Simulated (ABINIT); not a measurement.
The system is Pt.

```
CELL_PARAMETERS angstrom
0.00000 1.96090 1.96090
1.96090 0.00000 1.96090
1.96090 1.96090 0.00000
ATOMIC_POSITIONS crystal
Pt 0.00000 0.00000 0.00000
```

Program: ABINIT 10.8.3 (patched build). Alike in all runs: potentials or basis JTH PAW PBE v2.0; no spin polarisation; cell as given; smearing fermi-dirac 0.05 eV. Hardware: 1 thread of Arm Neoverse V1 (shared host).

Question: Order these runs on this cell by their wall time, lowest first.
A. task band structure; level r2SCAN; k mesh 12 × 12 × 12; cutoff (eV) 517; fine-grid cutoff 1034.03 eV; mesh quality not flagged
B. task band structure; level PBEsol; k mesh 12 × 12 × 12; cutoff (eV) 435; fine-grid cutoff 870.764 eV; mesh quality not flagged
C. task single point; level PBEsol; k mesh 7 × 7 × 7; cutoff (eV) 435; fine-grid cutoff 870.764 eV; mesh quality coarse

Answer: C (11 s), B (36 s), A (140 s).

Caveats: some runs use coarse meshes.
